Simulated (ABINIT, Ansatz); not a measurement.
# CdS (Greenockite): changed settings of a GW run in ABINIT

A base run on CdS (Greenockite), then changed inputs.

Program: ABINIT 10.8.3. Level of theory: PBE and many-body steps on it, plane waves. Results are calculated unless marked as measured.

The database entry behind the starting cell differs from later determinations by our own check (about 0.35 % long), so it need not match the best structure at ambient conditions.

### 1. Starting point

Symmetry: P6_3mc, No. 186, hexagonal system. The conventional cell has a = 4.150 Å, b = 4.150 Å, c = 6.737 Å, α = 90.00°, β = 90.00°, γ = 120.00°. Nearest to Cd lie 4 S at 2.53 to 2.54 Å. Nearest to S lie 4 Cd at 2.53 to 2.54 Å. Farther neighbours and most contacts between anions are not listed.

The cell and positions come from the Crystallography Open Database and are kept as given unless a step says otherwise.

### 2. Screening, 3×3×2 mesh, 192 bands, screening to 141.5 eV

This step: ABINIT 10.8.3; RPA screening on PBE, plane waves, norm-conserving pseudopotentials.

The RPA dielectric matrix is built and inverted for each q.

Input file run.abi:

```
acell 3*1.0 Angstrom
rprim 
  4.149999999997 0.000000000001 0.000000000000
  -2.074999999999 3.594005425702 0.000000000000
  0.000000000000 0.000000000000 6.737000000000
ntypat 2
znucl 48 16
natom 4
typat 1 1 2 2
xred 
  0.333333333333 0.666666666667 0.000000000000
  0.666666666667 0.333333333333 0.500000000000
  0.333333333333 0.666666666667 0.375000000000
  0.666666666667 0.333333333333 0.875000000000
pp_dirpath "pseudos"
pseudos "Cd.upf, S.upf"
ecut 47
ngkpt 3 3 2
nshiftk 1
shiftk 0 0 0
kptopt 1
chksymbreak 0
istwfk *1
occopt 1
irdwfk 1
optdriver 3
nband 192
ecuteps 5.2
inclvkb 2
awtr 1
symchi 1
indata_prefix "in"
outdata_prefix "out"
tmpdata_prefix "tmp"
```

The run is started by

```console
OMP_NUM_THREADS=1 mpirun -n 4 abinit run.abi > log
```

The program printed:

```text
.Version 10.8.3 of ABINIT. v10.8.2 released Aug 2026.

 Symmetries : space group P6_3 m c (#186); Bravais hP (primitive hexag.)
[... echo of the input left out ...]
== DATASET  1 ==================================================================
-   mpi_nproc: 4, omp_nthreads: 1 (-1 if OMP is not activated)

--- !DatasetInfo
iteration_state: {dtset: 1, }
dimensions: {natom: 4, nkpt: 6, mband: 192, nsppol: 1, nspinor: 1, nspden: 1, mpw: 10458, }
cutoff_energies: {ecut:  47.0, pawecutdg:  -1.0, }
electrons: {nelect:   5.20000000E+01, charge:   0.00000000E+00, occopt:   1.00000000E+00, tsmear:   1.00000000E-02, }

 SCREENING: Calculation of the susceptibility and dielectric matrices

 Based on a program developped by R.W. Godby, V. Olevano, G. Onida, and L. Reining.
 Incorporated in ABINIT by V. Olevano, G.-M. Rignanese, and M. Torrent.
.Using double precision arithmetic ; gwpc =  8

[... cell and pseudopotentials left out ...]
--------------------------------------------------------------------------------

 ==== K-mesh for the wavefunctions ====
 Number of points in the irreducible wedge :     6
[... list of points left out ...]
 Together with 12 symmetry operations and time-reversal symmetry
 yields    18 points in the full Brillouin Zone.

 ==== Q-mesh for the screening function ====
 Number of points in the irreducible wedge :     6
[... list of points left out ...]
 Together with 12 symmetry operations and time-reversal symmetry
 yields    18 points in the full Brillouin Zone.

 setmesh: FFT mesh size selected  =    27x   27x   54
          total number of points  =        39366

 vcoul_init : cutoff-mode = AUXILIARY_FUNCTION
 q-points for optical limit:   1
     1)      0.000010    0.000020    0.000030

- screening: taking advantage of time-reversal symmetry
- Maximum band index for partially occupied states nbvw = 26
- Remaining bands to be divided among processors   nbcw = 166
- Number of bands treated by each node ~41

 Number of electrons calculated from density =   52.0000; Expected =   52.0000
 average of density, n =  0.076686
 r_s =    1.4602
 omega_plasma =   26.7124 [eV]

 calculating chi0 at frequencies [eV] :
  1    0.000000E+00    0.000000E+00
  2    0.000000E+00    2.671236E+01

--------------------------------------------------------------------------------
  q-point number  1        q = ( 0.000000, 0.000000, 0.000000) [r.l.u.]
--------------------------------------------------------------------------------
[... chi0 elements left out ...]
 For q-point:  0.000010 0.000020 0.000030
  dielectric constant =  13.9192
  dielectric constant without local fields =  14.7289

  Average fulfillment of the sum rule on Im[epsilon] for q-point    1 :     64.80  [%]
[... wings left out ...]
  q-point number  2        q = ( 0.333333, 0.000000, 0.000000) [r.l.u.]
--------------------------------------------------------------------------------
[... chi0 elements left out ...]
  Average fulfillment of the sum rule on Im[epsilon] for q-point    2 :     69.22  [%]

 [... 4 further q-points ...]
```

Wall time 94 s (4 MPI ranks of Arm Neoverse V1, shared host); peak memory 1.7 GiB.

Numbers from this step:

```yaml
eps_infinity_with_local_fields_on_this_mesh_along_the_program_s_q_direction: 13.92
the_same_without_local_fields: 14.73
plasma_frequency: 26.71 eV
plane_waves_in_the_screening_matrix: 379
```

Local fields lower ε∞ by 5 %. On a Γ-centred mesh this coarse the value itself is usually too large, while a short band sum pulls it down.

### 3. Base

The self-energy is evaluated for the states that the input lists, and the levels follow from it, in one-shot runs by the linearised quasiparticle equation.

This step: G0W0 on PBE, plane waves, norm-conserving pseudopotentials.

Edit run.abi of step 2 so:

```diff
@@ -25,8 +25,15 @@
 irdwfk 1
-optdriver 3
+optdriver 4
 nband 192
+gwcalctyp 0
+ecutsigx 47
+symsigma 1
+nkptgw 1
+kptgw 
+  0.0000000000 0.0000000000 0.0000000000
+bdgw 
+  25 28
 ecuteps 5.2
-inclvkb 2
-awtr 1
-symchi 1
+irdscr 1
+ppmodel 1
 indata_prefix "in"
```

The program printed:

```text
.Version 10.8.3 of ABINIT. v10.8.2 released Aug 2026.

 Symmetries : space group P6_3 m c (#186); Bravais hP (primitive hexag.)
[... echo of the input left out ...]
== DATASET  1 ==================================================================
-   mpi_nproc: 4, omp_nthreads: 1 (-1 if OMP is not activated)

--- !DatasetInfo
iteration_state: {dtset: 1, }
dimensions: {natom: 4, nkpt: 6, mband: 192, nsppol: 1, nspinor: 1, nspden: 1, mpw: 10458, }
cutoff_energies: {ecut:  47.0, pawecutdg:  -1.0, }
electrons: {nelect:   5.20000000E+01, charge:   0.00000000E+00, occopt:   1.00000000E+00, tsmear:   1.00000000E-02, }

 SIGMA: Calculation of the GW corrections

 Based on a program developped by R.W. Godby, V. Olevano, G. Onida, and L. Reining.
 Incorporated in ABINIT by V. Olevano, G.-M. Rignanese, and M. Torrent.
.Using double precision arithmetic ; gwpc =  8

[... cell and pseudopotentials left out ...]
--------------------------------------------------------------------------------

 ==== K-mesh for the wavefunctions ====
 Number of points in the irreducible wedge :     6
[... list of points left out ...]
 Together with 12 symmetry operations and time-reversal symmetry
 yields    18 points in the full Brillouin Zone.

 ==== Q-mesh for screening function ====
 Number of points in the irreducible wedge :     6
[... list of points left out ...]
 Together with 12 symmetry operations and time-reversal symmetry
 yields    18 points in the full Brillouin Zone.

 vcoul_init : cutoff-mode = AUXILIARY_FUNCTION
 q-points for optical limit:   1
     1)      0.000010    0.000020    0.000030
 setmesh: FFT mesh size selected  =    45x   45x   80
          total number of points  =       162000

 Number of electrons calculated from density =   52.0000; Expected =   52.0000
 average of density, n =  0.076686
 r_s =    1.4602
 omega_plasma =   26.7124 [eV]

 === KS Band Gaps ===
  >>>> For spin  1
   Minimum direct gap =   1.1750 [eV], located at k-point      :   0.0000  0.0000  0.0000
   Fundamental gap    =   1.1750 [eV], Top of valence bands at :   0.0000  0.0000  0.0000
                                       Bottom of conduction at :   0.0000  0.0000  0.0000
 SIGMA fundamental parameters:
 PLASMON POLE MODEL  1
 number of plane-waves for SigmaX                10383
 number of plane-waves for SigmaC and W            379
 number of plane-waves for wavefunctions         10383
 number of bands                                   192
 number of independent spin polarizations            1
 number of spinorial components                      1
 number of k-points in IBZ                           6
 number of q-points in IBZ                           6
 number of symmetry operations                      12
 number of k-points in BZ                           18
 number of q-points in BZ                           18
 number of frequencies for dSigma/dE                 9
 frequency step for dSigma/dE [eV]                0.25
 number of omega for Sigma on real axis              0
 max omega for Sigma on real axis  [eV]           0.00
 zcut for avoiding poles [eV]                     0.10

 EPSILON^-1 parameters (SCR file):
 dimension of the eps^-1 matrix on file            379
 dimension of the eps^-1 matrix used               379
 number of plane-waves for wavefunctions         10383
 number of bands                                   192
 number of q-points in IBZ                           6
 number of frequencies                               2
 number of real frequencies                          1
 number of imag frequencies                          1

 matrix elements of self-energy operator (all in [eV])

 Perturbative Calculation

--- !SelfEnergy_ee
iteration_state: {dtset: 1, }
kpoint     : [   0.000,    0.000,    0.000, ]
spin       : 1
KS_gap     :    1.175
QP_gap     :    2.018
Delta_QP_KS:    0.843
data: !SigmaeeData |
     Band     E0 <VxcDFT>   SigX SigC(E0)      Z dSigC/dE  Sig(E)    E-E0       E
       25   4.259 -15.271 -18.229   2.263   0.779  -0.284 -15.812  -0.541   3.718
       26   4.259 -15.271 -18.229   2.263   0.779  -0.284 -15.812  -0.541   3.718
       27   5.434 -10.670  -6.577  -3.721   0.812  -0.231 -10.368   0.302   5.736
       28   7.023 -11.014  -6.546  -3.956   0.814  -0.229 -10.598   0.416   7.439

== END DATASET(S) ==============================================================
================================================================================

 -outvars: echo values of variables after computation  --------
           etotal      0.0000000000E+00
            nband         192
             nkpt           6
          spgroup         186
 [... the other variables as echoed above ...]

 Calculation completed.
```

Elapsed: 12 s, on 4 MPI ranks; peak memory 1.3 GiB; 48 s of CPU time.

This step gave:

```
G0W0 gap on the points computed              : 2.018 eV
starting gap on the mesh                     : 1.175 eV
k of the valence top                         : 0, 0, 0
k of the conduction bottom                   : 0, 0, 0
Z at the valence top                         : 0.779
Z at the conduction bottom                   : 0.812
least direct G0W0 gap on the computed points : 2.018 eV
```

The gap on the mesh goes from 1.18 eV to 2.02 eV, a correction of +0.84 eV.

### 4. No symmetry in the self-energy

Edit run.abi of step 3 so:

```diff
@@ -29,3 +29,3 @@
 ecutsigx 47
-symsigma 1
+symsigma 0
 nkptgw 1
```

The program printed:

```text
.Version 10.8.3 of ABINIT. v10.8.2 released Aug 2026.

 Symmetries : space group P6_3 m c (#186); Bravais hP (primitive hexag.)
[... echo of the input left out ...]
== DATASET  1 ==================================================================
-   mpi_nproc: 4, omp_nthreads: 1 (-1 if OMP is not activated)

--- !DatasetInfo
iteration_state: {dtset: 1, }
dimensions: {natom: 4, nkpt: 6, mband: 192, nsppol: 1, nspinor: 1, nspden: 1, mpw: 10458, }
cutoff_energies: {ecut:  47.0, pawecutdg:  -1.0, }
electrons: {nelect:   5.20000000E+01, charge:   0.00000000E+00, occopt:   1.00000000E+00, tsmear:   1.00000000E-02, }

 SIGMA: Calculation of the GW corrections

 Based on a program developped by R.W. Godby, V. Olevano, G. Onida, and L. Reining.
 Incorporated in ABINIT by V. Olevano, G.-M. Rignanese, and M. Torrent.
.Using double precision arithmetic ; gwpc =  8

[... cell and pseudopotentials left out ...]
--------------------------------------------------------------------------------

 ==== K-mesh for the wavefunctions ====
 Number of points in the irreducible wedge :     6
[... list of points left out ...]
 Together with 12 symmetry operations and time-reversal symmetry
 yields    18 points in the full Brillouin Zone.

 ==== Q-mesh for screening function ====
 Number of points in the irreducible wedge :     6
[... list of points left out ...]
 Together with 12 symmetry operations and time-reversal symmetry
 yields    18 points in the full Brillouin Zone.

 vcoul_init : cutoff-mode = AUXILIARY_FUNCTION
 q-points for optical limit:   1
     1)      0.000010    0.000020    0.000030
 setmesh: FFT mesh size selected  =    45x   45x   80
          total number of points  =       162000

 Number of electrons calculated from density =   52.0000; Expected =   52.0000
[...]
number of k-points in IBZ                           6
 number of q-points in IBZ                           6
 number of symmetry operations                      12
 number of k-points in BZ                           18
 number of q-points in BZ                           18
 number of frequencies for dSigma/dE                 9
 frequency step for dSigma/dE [eV]                0.25
 number of omega for Sigma on real axis              0
 max omega for Sigma on real axis  [eV]           0.00
 zcut for avoiding poles [eV]                     0.10

 EPSILON^-1 parameters (SCR file):
 dimension of the eps^-1 matrix on file            379
 dimension of the eps^-1 matrix used               379
 number of plane-waves for wavefunctions         10383
 number of bands                                   192
 number of q-points in IBZ                           6
 number of frequencies                               2
 number of real frequencies                          1
 number of imag frequencies                          1

 matrix elements of self-energy operator (all in [eV])

 Perturbative Calculation

--- !SelfEnergy_ee
iteration_state: {dtset: 1, }
kpoint     : [   0.000,    0.000,    0.000, ]
spin       : 1
KS_gap     :    1.175
QP_gap     :    2.018
Delta_QP_KS:    0.843
data: !SigmaeeData |
     Band     E0 <VxcDFT>   SigX SigC(E0)      Z dSigC/dE  Sig(E)    E-E0       E
       25   4.259 -15.271 -18.229   2.263   0.779  -0.284 -15.812  -0.541   3.718
       26   4.259 -15.271 -18.229   2.263   0.779  -0.284 -15.812  -0.541   3.718
       27   5.434 -10.670  -6.577  -3.721   0.812  -0.231 -10.368   0.302   5.736
       28   7.023 -11.014  -6.546  -3.956   0.814  -0.229 -10.598   0.416   7.439

== END DATASET(S) ==============================================================
================================================================================

 -outvars: echo values of variables after computation  --------
           etotal      0.0000000000E+00
            nband         192
             nkpt           6
          spgroup         186
 [... the other variables as echoed above ...]

 Calculation completed.
```

Run time: 29 s. Hardware: 4 MPI ranks; peak memory 1.4 GiB.

This step gave:

```yaml
g0w0_gap_on_the_points_computed: 2.018 eV
starting_gap_on_the_mesh: 1.175 eV
k_of_the_valence_top: 0, 0, 0
k_of_the_conduction_bottom: 0, 0, 0
z_at_the_valence_top: 0.779
z_at_the_conduction_bottom: 0.812
least_direct_g0w0_gap_on_the_computed_points: 2.018 eV
```

Against G0W0 in ABINIT (3×3×2 mesh, 192 bands, screening to 141.5 eV, Godby-Needs plasmon pole), the gap moves by +0.000 eV.

### 5. A keyword of another program

Edit run.abi of step 4 so:

```diff
@@ -29,3 +29,3 @@
 ecutsigx 47
-symsigma 0
+symsigma 1
 nkptgw 1
@@ -38,2 +38,3 @@
 ppmodel 1
+ENCUTGW 100
 indata_prefix "in"
```

The program printed:

```text
.Version 10.8.3 of ABINIT. v10.8.2 released Aug 2026.

 Symmetries : space group P6_3 m c (#186); Bravais hP (primitive hexag.)
================================================================================
 Values of the parameters that define the memory need of the present run
     intxc =       0    ionmov =       0      iscf =       7    lmnmax =       6
     lnmax =       6     mgfft =      80  mpssoang =       3    mqgrid =    3929
     natom =       4  nloc_mem =       1    nspden =       1   nspinor =       1
    nsppol =       1      nsym =      12    n1xccc =    2501    ntypat =       2
    occopt =       1   xclevel =       2
-    mband =         192        mffmem =           1         mkmem =           2
       mpw =       10458          nfft =      200000          nkpt =           6
================================================================================
  Rough estimation (10% accuracy) of disk space for files :
================================================================================

--------------------------------------------------------------------------------
------------- Echo of variables that govern the present computation ------------
--------------------------------------------------------------------------------
 -outvars: echo values of preprocessed input variables --------
            acell      1.8897261259E+00  1.8897261259E+00  1.8897261259E+00 Bohr

             bdgw          25      28
      chksymbreak           0
             ecut      4.70000000E+01 Hartree
          ecuteps      5.20000000E+00 Hartree
         ecutsigx      4.70000000E+01 Hartree
          ecutwfn      4.70000000E+01 Hartree
-          fftalg         312
           irdscr           1
           irdwfk           1

              ixc     -101130
[...]
npweps         379
          npwsigx       10383
           npwwfn       10383
             nsym          12
           ntypat           2
              occ      2.000000  2.000000  2.000000  2.000000  2.000000  2.000000
                       2.000000  2.000000  2.000000  2.000000  2.000000  2.000000
                       2.000000  2.000000  2.000000  2.000000  2.000000  2.000000
                       2.000000  2.000000  2.000000  2.000000  2.000000  2.000000
[...]
[... 21 further rows ...]
                       0.000000  0.000000  0.000000  0.000000  0.000000  0.000000
                       0.000000  0.000000  0.000000  0.000000  0.000000  0.000000
        optdriver           4
            rprim      4.1500000000E+00  1.0000000000E-12  0.0000000000E+00
[...]
spgroup         186

             xred      3.3333333333E-01  6.6666666667E-01  0.0000000000E+00
[...]
3.3333333333E-01  6.6666666667E-01  3.7500000000E-01
                       6.6666666667E-01  3.3333333333E-01  8.7500000000E-01
            znucl       48.00000   16.00000

================================================================================

 chkinp: Checking input parameters for consistency.

--- !ERROR
message: |
    Found token: `ENCUTGW` in the input file.
    This name is not one of the registered input variable names (see
    Action: check your input file. Perhaps you mistyped the input variable,
    or specified "img", although this was not permitted for this input variable.

--- !ERROR
message: |
    Found token: `ENCUTGW` in the input file.
    This name is not one of the registered input variable names (see
    Action: check your input file. Perhaps you mistyped the input variable,
    or specified "img", although this was not permitted for this input variable.

--- from the log ---
Found token: `ENCUTGW` in the input file.
    This name is not one of the registered input variable names (see
    Action: check your input file. Perhaps you mistyped the input variable,
    or specified "img", although this was not permitted for this input variable.
```

It took 0.69 s on 4 MPI ranks; peak memory 0.05 GiB.

The run stopped with an error after 0.69 s.

The program's words: Found token: `ENCUTGW` in the input file. This name is not one of the registered input variable names (see Action: check your input file. Perhaps you mistyped the input variable, or specified "img", although this was not permitted for this input variable.

The fault put into this input: a keyword of another program.

### 6. Side by side

Times are wall times on 4 MPI ranks of Arm Neoverse V1, shared host, good to a factor of about two. A run's time includes the screening step that it read.

| run | mesh | bands | screening cutoff (eV) | DFT gap (eV) | gap on the mesh (eV) | direct (eV) | ε∞ used | time |
| --- | --- | --- | --- | --- | --- | --- | --- | --- |
| base | 3×3×2 | 192 | 141.5 | 1.175 | 2.018 | 2.018 | 13.92 | 1.8 min |
| no symmetry in the self-energy | 3×3×2 | 192 | 141.5 | 1.175 | 2.018 | 2.018 | 13.92 | 2.1 min |

### 7. Summary of results

```json
{"base": "2.018 eV", "no symmetry in the self-energy": "2.018 eV", "known limits": "not at the basis limit; no spin-orbit coupling; coarse k mesh"}
```

In words: No symmetry in the self-energy: no change against base (keys changed: symsigma). Bands and cutoff are finite, so the gap is not at the basis limit. The miss can reach some tenths of an eV and take either sign; the mesh is an error of its own. In the G0W0 runs levels were corrected at 1 k point alone, so a gap called «on the mesh» is the least over those, and an edge elsewhere would be missed. The 3×3×2 mesh is coarse for this cell, which bears on the long-range parts of exchange and screening. The many-body steps are scalar-relativistic: spin-orbit coupling is not in them.

[Paths, hosts, dates, memory and timing lines, banners, echoed tables and standing remarks are left out of the program output.]

[Logs are printed without paths, hosts, clocks, repeated set-up lines and the standing remarks that a program may print on its own settings, such as how far it seeks lower states.]

[Runs of the session that timed out or met a known fault of the program may be left out.]

[Hosts, paths, dates, database ids (printed as entryN), source tags and the programs' standing remarks are cut or masked in the printed files.]

[G0W0 gaps are taken among the corrected bands and points alone; a level outside them can change the order at an edge.]

[Where Ansatz stands beside ABINIT at settings called matched, ABINIT's density can come from a denser mesh and the files from another edition; pairs whose starting gaps differed by over 0.03 eV were left out, so agreement reads better than it is.]
